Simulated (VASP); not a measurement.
# Rb (Im-3m) in VASP: notebook

Runs on Rb. Level: r2SCAN. Tasks: relaxation of the atoms.

Everything below comes from runs of VASP 6.6.1. Logs are shortened: lines on timing, memory, paths and dates and some standing lists are left out, and cuts for length are marked.

## 1. Starting point

It takes space group Im-3m (No. 229, cubic). The conventional cell has a = 5.749 Å, b = 5.749 Å, c = 5.749 Å, α = 90.00°, β = 90.00°, γ = 90.00°.

## 2. Relaxation of the atoms, r2SCAN

INCAR

```
ALGO = Normal
EDIFF = 1E-7
EDIFFG = -0.01
ENCUT = 600
IBRION = 2
ISIF = 2
ISMEAR = 1
LASPH = True
LCHARG = False
LMIXTAU = True
LREAL = False
LWAVE = False
METAGGA = R2SCAN
NELM = 80
NSW = 40
PREC = Accurate
SIGMA = 0.1
```

KPOINTS

```
k-points
0
Gamma
  10 10 10
```

POSCAR

```
Rb                                      
1.0
   -2.8742812487      2.8742812487      2.8742812487
    2.8742812487     -2.8742812487      2.8742812487
    2.8742812487      2.8742812487     -2.8742812487
  Rb            
     1
Direct
     0.0000000000000000    0.0000000000000000    0.0000000000000000
```

Potentials or basis: VASP PAW PBE potentials, release 64 (Rb_sv).

Started as:

```console
$ cat potpaw_PBE.64/Rb_sv/POTCAR > POTCAR
$ mpirun -np 1 vasp_std > vasp.out
```

OUTCAR:

```text
EDIFF = 1E-7
   EDIFFG = -0.01
   ENCUT = 600
   IBRION = 2
   ISIF = 2
   ISMEAR = 1
   LASPH = True
   LREAL = False
   METAGGA = R2SCAN
   NELM = 80
   NSW = 40
   PREC = Accurate

 ion  position               nearest neighbor table
   1  0.000  0.000  0.000-

  LATTYP: Found a body centered cubic cell.
 ALAT       =     5.7485624974

  Lattice vectors:

 A1 = (  -2.8742812487,   2.8742812487,   2.8742812487)
 A2 = (   2.8742812487,  -2.8742812487,   2.8742812487)
 A3 = (   2.8742812487,   2.8742812487,  -2.8742812487)

Analysis of symmetry for initial positions (statically):
=====================================================================
 Subroutine PRICEL returns:
 Original cell was already a primitive cell.

 Routine SETGRP: Setting up the symmetry group for a
 body centered cubic supercell.

 Subroutine GETGRP returns: Found 48 space group operations
 (whereof 48 operations were pure point group operations)
 out of a pool of 48 trial point group operations.

The static configuration has the point symmetry O_h .

Analysis of symmetry for dynamics (positions and initial velocities):
=====================================================================
 Subroutine PRICEL returns:
 Original cell was already a primitive cell.

 Routine SETGRP: Setting up the symmetry group for a
 body centered cubic supercell.

 Subroutine GETGRP returns: Found 48 space group operations
 (whereof 48 operations were pure point group operations)
 out of a pool of 48 trial point group operations.

The dynamic configuration has the point symmetry O_h .

 Subroutine INISYM returns: Found 48 space group operations
 (whereof 48 operations are pure point group operations),
 and found     1 'primitive' translations

----------------------------------------------------------------------------------------

                                     Primitive cell

  volume of cell :      94.9834

  direct lattice vectors                    reciprocal lattice vectors
    -2.874281249  2.874281249  2.874281249     0.000000000  0.173956533  0.173956533
     2.874281249 -2.874281249  2.874281249     0.173956533  0.000000000  0.173956533
     2.874281249  2.874281249 -2.874281249     0.173956533  0.173956533  0.000000000

  length of vectors
     4.978401158  4.978401158  4.978401158     0.246011688  0.246011688  0.246011688

  position of ions in fractional coordinates (direct lattice)
     0.000000000  0.000000000  0.000000000

  ion indices of the primitive-cell ions
   primitive index   ion index
                 1           1

----------------------------------------------------------------------------------------

 KPOINTS: k-points

Automatic generation of k-mesh.
 Grid dimensions read from file:
 generate k-points for:   10   10   10

 Generating k-lattice:

  Cartesian coordinates                     Fractional coordinates (reciprocal lattice)
     0.000000000  0.017395653  0.017395653     0.100000000  0.000000000  0.000000000
     0.017395653  0.000000000  0.017395653     0.000000000  0.100000000  0.000000000
     0.017395653  0.017395653  0.000000000     0.000000000  0.000000000  0.100000000

  Length of vectors
     0.024601169  0.024601169  0.024601169

  Shift w.r.t. Gamma in fractional coordinates (k-lattice)
     0.000000000  0.000000000  0.000000000

 Subroutine IBZKPT returns following result:
 ===========================================

 Found     47 irreducible k-points:

 Following reciprocal coordinates:
            Coordinates               Weight
  0.000000  0.000000  0.000000      1.000000
  0.100000  0.000000  0.000000     12.000000
  0.200000  0.000000  0.000000     12.000000
  0.300000  0.000000  0.000000     12.000000
  0.400000  0.000000  0.000000     12.000000
  0.500000  0.000000  0.000000      6.000000
[... 16 lines left out ...]
  0.300000  0.300000  0.100000      8.000000
 -0.300000  0.300000  0.100000     24.000000
 [... further k-points ...]
   k-points           NKPTS =     47   k-points in BZ     NKDIM =     47   number of bands    NBANDS=      8
   number of dos      NEDOS =    301   number of ions     NIONS =      1
   total plane-waves  NPLWV =  64000
   dimension x,y,z NGX =    40 NGY =   40 NGZ =   40
   dimension x,y,z NGXF=    80 NGYF=   80 NGZF=   80
   ions per type =               1
   NGX,Y,Z   is equivalent  to a cutoff of  13.36, 13.36, 13.36 a.u.
   NGXF,Y,Z  is equivalent  to a cutoff of  26.71, 26.71, 26.71 a.u.
 SYSTEM =  unknown system
   PREC   = accura    normal or accurate (medium, high low for compatibility)
   ISTART =      0    job   : 0-new  1-cont  2-samecut
   ICHARG =      2    charge: 1-file 2-atom 10-const
   ISPIN  =      1    spin polarized calculation?
   LNONCOLLINEAR =      F non collinear calculations
   LSORBIT =      F    spin-orbit coupling
   LASPH  =      T    aspherical Exc in radial PAW
   ENCUT  =  600.0 eV  44.10 Ry    6.64 a.u.   9.94  9.94  9.94*2*pi/ulx,y,z
   NELM   =     80;   NELMIN=  2; NELMDL= -5     # of ELM steps
   EDIFF  = 0.1E-06   stopping-criterion for ELM
   LREAL  =      F    real-space projection
   EDIFFG = -.1E-01   stopping-criterion for IOM
   NSW    =     40    number of steps for IOM
   IBRION =      2    ionic relax: 0-MD 1-quasi-New 2-CG
   NFREE  =      1    steps in history (QN), initial steepest desc. (CG)
   ISIF   =      2    stress and relaxation
   ISYM   =      2    0-nonsym 1-usesym 2-fastsym
   POTIM  = 0.5000    time-step for ionic-motion
   TEBEG  =    0.0;   TEEND  =   0.0 temperature during run
   PSTRESS=    0.0 pullay stress
   NELECT =       9.0000    total number of electrons
   NUPDOWN=      -1.0000    fix difference up-down
   EMIN   =  10.00;   EMAX   =-10.00  energy-range for DOS
   EFERMI =   0.00;   METHOD = LEGACY
   ISMEAR =     1;   SIGMA  =   0.10  broadening in eV -4-tet -1-fermi 0-gaus
   EFERMI_NEDOS =   21; number of points for ismear=-14 and -15
   IALGO  =     38    algorithm
   IMIX   =      4    mixing-type and parameters
     AMIX     =   0.40;   BMIX     =  1.00
     AMIX_MAG =   1.60;   BMIX_MAG =  1.00
  volume/ion in A,a.u.               =      94.98       640.98
  Fermi-wavevector in a.u.,A,eV,Ry     =   0.746345  1.410388  7.578869  0.557031
  Thomas-Fermi vector in A             =   1.842145
   LORBIT       =      0    0 simple, 1 ext, 2 COOP (PROOUT), +10 PAW based schemes
   METAGGA = R2SCAN    functional components
   LHFCALC =     F    Hartree Fock is set to
   AEXX    =    0.0000 exact exchange contribution
   IVDW    =     0    specifies the selected vdW correction
   LEPSILON=     F    determine dielectric tensor
   LRPA    =     F    only Hartree local field effects (RPA)
 conjugate gradient relaxation of ions
 non-spin polarized calculation
 Methfessel and Paxton  Order N= 1 SIGMA  =   0.10
  energy-cutoff  :      600.00
  volume of cell :       94.98
 maximum number of plane-waves:      3252
   NGX = 19   NGY = 19   NGZ = 19

 number of electron       9.0000000 magnetization

 Free energy of the ion-electron system (eV)
  ---------------------------------------------------
  ext. energy  EPLUGINS =         0.00000000
  ---------------------------------------------------
  free energy    TOTEN  =       -13.91585907 eV

  energy without entropy =      -13.91493803  energy(sigma->0) =      -13.91555206

 E-fermi :  -0.0224     XC(G=0):  -5.6175

 val. band max:       -0.0265667231   @ k =   0.3000   0.2000  -0.0000
 cond. band min:       0.0548208452   @ k =  -0.4000   0.4000   0.2000
 fundamental gap:      0.0813875683
 Fermi energy:        -0.0223898653

 k-point     1 :       0.0000    0.0000    0.0000
  band No.  band energies     occupation
      1     -30.1265      2.00000
      2     -13.6193      2.00000
      3     -13.6193      2.00000
      4     -13.6193      2.00000
      5      -2.0613      2.00000
      6       4.0474      0.00000
      7       4.0474      0.00000
      8       4.0474      0.00000

 k-point     2 :       0.1000    0.0000    0.0000
  band No.  band energies     occupation
      1     -30.1262      2.00000
      2     -13.6276      2.00000
      3     -13.6220      2.00000
      4     -13.6193      2.00000
      5      -1.9407      2.00000
      6       3.8130      0.00000
      7       3.8616      0.00000
      8       4.1557      0.00000

 k-point     3 :       0.2000    0.0000    0.0000
  band No.  band energies     occupation
      1     -30.1252      2.00000
      2     -13.6491      2.00000
      3     -13.6289      2.00000
      4     -13.6194      2.00000
      5      -1.5888      2.00000
      6       3.0670      0.00000
      7       3.4879      0.00000
      8       4.4759      0.00000

 k-point     4 :       0.3000    0.0000    0.0000
  band No.  band energies     occupation
      1     -30.1241      2.00000
      2     -13.6752      2.00000
      3     -13.6375      2.00000
      4     -13.6194      2.00000
      5      -1.0346      2.00000
      6       2.2058      0.00000
      7       3.1431      0.00000
      8       4.8643      0.00000

 k-point     5 :       0.4000    0.0000    0.0000
  band No.  band energies     occupation
      1     -30.1232      2.00000
      2     -13.6961      2.00000
      3     -13.6444      2.00000
      4     -13.6194      2.00000
      5      -0.3281      2.00014
      6       1.3600     -0.00000
      7       2.9162      0.00000
      8       4.7840      0.00000

 k-point     6 :       0.5000    0.0000    0.0000
  band No.  band energies     occupation
      1     -30.1228      2.00000
      2     -13.7040      2.00000
      3     -13.6470      2.00000
      4     -13.6195      2.00000
      5       0.3344     -0.00001
      6       0.6623     -0.00000
      7       2.8380      0.00000
      8       4.6804      0.00000

 k-point     7 :       0.1000    0.1000    0.0000
  band No.  band energies     occupation
      1     -30.1255      2.00000
      2     -13.6424      2.00000
      3     -13.6249      2.00000
      4     -13.6213      2.00000
      5      -1.7044      2.00000
      6       3.3715      0.00000
      7       3.5143      0.00000
      8       4.3572      0.00000
[... 133 lines left out ...]
 k-point    20 :       0.2000    0.2000    0.1000
  band No.  band energies     occupation
      1     -30.1231      2.00000
      2     -13.6867      2.00000
      3     -13.6447      2.00000
      4     -13.6322      2.00000
      5      -0.2093      2.02387
      6       1.8365     -0.00000
      7       2.1272      0.00000
      8       4.3125      0.00000

 k-point    21 :       0.3000    0.2000    0.1000
  band No.  band energies     occupation
      1     -30.1227      2.00000
      2     -13.6861      2.00000
      3     -13.6567      2.00000
      4     -13.6342      2.00000
      5       0.5135     -0.00000
      6       1.2451     -0.00000
      7       1.9153     -0.00000
      8       3.9090      0.00000

 k-point    22 :      -0.2000    0.2000    0.1000
  band No.  band energies     occupation
      1     -30.1249      2.00000
      2     -13.6491      2.00000
      3     -13.6317      2.00000
      4     -13.6259      2.00000
      5      -1.4741      2.00000
      6       3.0960      0.00000
      7       3.4765      0.00000
      8       3.9891      0.00000

 k-point    23 :       0.3000    0.3000    0.1000
  band No.  band energies     occupation
      1     -30.1226      2.00000
      2     -13.6723      2.00000
      3     -13.6723      2.00000
      4     -13.6368      2.00000
      5       1.1141     -0.00000
      6       1.1141     -0.00000
      7       1.4387     -0.00000
      8       3.6679      0.00000

 k-point    24 :      -0.3000    0.3000    0.1000
  band No.  band energies     occupation
      1     -30.1238      2.00000
      2     -13.6740      2.00000
      3     -13.6404      2.00000
      4     -13.6257      2.00000
      5      -0.9266      2.00000
      6       2.2429      0.00000
      7       3.1703      0.00000
      8       4.0473      0.00000

 [... further k-points ...]

------------------------ aborting loop because EDIFF is reached ----------------------------------------

  FORCE on cell =-STRESS in cart. coord.  units (eV):
  Direction    XX          YY          ZZ          XY          YZ          ZX
  --------------------------------------------------------------------------------------
  -------------------------------------------------------------------------------------
  Total        0.0011151      0.0011151      0.0011151     -0.0000000     -0.0000000      0.0000000
  in kB        0.0188099      0.0188099      0.0188099     -0.0000000     -0.0000000      0.0000000
  external PRESSURE =       0.0188099 kB  Pullay stress =       0.0000000 kB

 VOLUME and BASIS-vectors are now :
 -----------------------------------------------------------------------------
  energy-cutoff  :      600.00
  volume of cell :       94.98
      direct lattice vectors                 reciprocal lattice vectors
    -2.874281249  2.874281249  2.874281249     0.000000000  0.173956533  0.173956533
     2.874281249 -2.874281249  2.874281249     0.173956533  0.000000000  0.173956533
     2.874281249  2.874281249 -2.874281249     0.173956533  0.173956533  0.000000000

 POSITION                                       TOTAL-FORCE (eV/Angst)
 -----------------------------------------------------------------------------------
      0.00000      0.00000      0.00000        -0.000000     -0.000000     -0.000000
 -----------------------------------------------------------------------------------
    total drift:                               -0.000000     -0.000000     -0.000000

  FREE ENERGIE OF THE ION-ELECTRON SYSTEM (eV)
  ---------------------------------------------------
  free  energy   TOTEN  =       -13.9158590688 eV

  energy  without entropy=      -13.9149380289  energy(sigma->0) =      -13.91555206

 reached required accuracy - stopping structural energy minimisation
```

It took 8.1 min on 1 thread of AMD EPYC 7R13 (Zen 3), shared host; peak memory 0.25 GiB.

What came out:

* Free energy: -13.9159 eV
* Pressure after relaxing: 0.0 GPa
* Band gap on the k mesh: none (metal or under the smearing width)

Final structure:
```
Rb
1.0
    -2.87428    2.87428    2.87428
     2.87428   -2.87428    2.87428
     2.87428    2.87428   -2.87428
Rb
1
Direct
  0.00000 0.00000 0.00000
```

Levels at points of the mesh, in eV from the Fermi level:
| k point | band 2 | band 3 | band 4 | band 5 | band 6 | band 7 | band 8 |
| --- | --- | --- | --- | --- | --- | --- | --- |
| (0.00, 0.00, 0.00) | -13.60 | -13.60 | -13.60 | -2.04 | 4.07 | 4.07 | 4.07 |
| (0.50, 0.00, 0.00) | -13.68 | -13.62 | -13.60 | 0.36 | 0.68 | 2.86 | 4.70 |
| (0.50, 0.50, 0.50) | -13.66 | -13.66 | -13.66 | 1.35 | 1.35 | 3.40 | 3.40 |

Caveat: the relaxation stopped at its first step, so nothing moved; the PAW data sets were made with another functional, which shifts forces and pressure a little.

[end of part 1 of 3]
